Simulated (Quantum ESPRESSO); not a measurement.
TaS2: zone-centre phonons under several settings

```xyz
3
Lattice="3.3500 0.0000 0.0000 -1.6750 2.9012 0.0000 0.0000 0.0000 5.8600" Properties=species:S:1:pos:R:3 pbc="T T T"
Ta    0.0000    0.0000    0.0000
S     1.6750    0.9671    4.3950
S     0.0000    1.9341    1.4650
```

All runs used Quantum ESPRESSO 7.5; potentials PseudoDojo 0.4.1 SR PBE standard; k mesh 9 × 9 × 5; relaxed cell; no spin polarisation; cutoff 789 eV.

```tsv
level	occupations	volume (Å³/atom)	lowest optical mode without the field (cm⁻¹)	highest optical mode without the field (cm⁻¹)
PBE+D3(BJ)	gaussian, width 0.136 eV	?	?	?
WC	gaussian, width 0.2 eV	18.97	217	369
```

What stands in the row left open?

Volume 18.53 Å³/atom; lowest optical mode without the field 222 cm⁻¹; highest optical mode without the field 376 cm⁻¹.

Caveats: the mesh is thin for the phonons of a metal; the potentials were made for another functional, which shifts forces and pressure (some runs); the layers were relaxed without a dispersion term, so their spacing and the soft interlayer modes are unreliable (some runs); this functional lacks dispersion, which binds the layers, so the pressure and a relaxed spacing across them are unreliable (some runs).

For the row left open. Caveat: the mesh is thin for the phonons of a metal.
